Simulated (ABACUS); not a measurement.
The system is SnSe.

```
Sn Se
1.0
    11.42000    0.00000    0.00000
     0.00000    4.19000    0.00000
     0.00000    0.00000    4.46000
Sn Se
4 4
Direct
  0.87700 0.75000 0.90900
  0.62300 0.25000 0.40900
  0.37700 0.75000 0.59100
  0.12300 0.25000 0.09100
  0.64300 0.75000 0.98400
  0.85700 0.25000 0.48400
  0.14300 0.75000 0.51600
  0.35700 0.25000 0.01600
```

| Property | Result |
| --- | --- |
| Program | ABACUS 3.10.1 |
| Task | single point |
| Functional | PBE |
| Potentials or basis | PseudoDojo NC SR 0.4.1 PBE standard |
| Cutoff | 1184 eV |
| Density cutoff | 4735 eV |
| Basis | plane waves |
| k mesh | 3 × 6 × 6 |
| Occupations | fermi-dirac, width 0.05 eV |
| Spin | no spin polarisation |

On this cell: pressure 2.5 GPa; largest force 0.343 eV/Å; band gap on the k mesh 0.53 eV, indirect (least direct gap 0.70 eV).

The same run follows on a disturbed copy (atoms moved at random, drawn with an rms of 0.05 Å):

```
Sn Se
1.0
    11.42000    0.00000    0.00000
     0.00000    4.19000    0.00000
     0.00000    0.00000    4.46000
Sn Se
4 4
Direct
  0.87532 0.75014 0.90992
  0.62557 0.24558 0.41107
  0.37286 0.74919 0.59463
  0.12656 0.26253 0.08547
  0.64479 0.76315 0.98880
  0.85588 0.25954 0.48444
  0.14295 0.75453 0.50909
  0.36049 0.23136 0.01167
```

Problem. What does the disturbed cell give?

Solution. The energy moves by +10.8 meV/atom; pressure 3.2 GPa; largest force 0.728 eV/Å; band gap on the k mesh 0.58 eV, indirect (least direct gap 0.73 eV).

Forces on the atoms (eV/Å):
```
Sn   0.537  0.065  0.007
Sn  -0.627  0.141  0.072
Sn   0.691 -0.163 -0.164
Sn  -0.392 -0.068 -0.040
Se  -0.457 -0.173 -0.082
Se   0.547 -0.047  0.021
Se  -0.492 -0.028  0.043
Se   0.193  0.272  0.143
```

Stress tensor (GPa, compression positive):
```
5.57 0.13 0.01
0.13 2.16 0.63
0.01 0.63 1.98
```

Caveats: spin-orbit coupling is left out, which moves the levels of the heavy elements; an odd mesh through Γ misses points on the zone boundary, where band edges often lie.
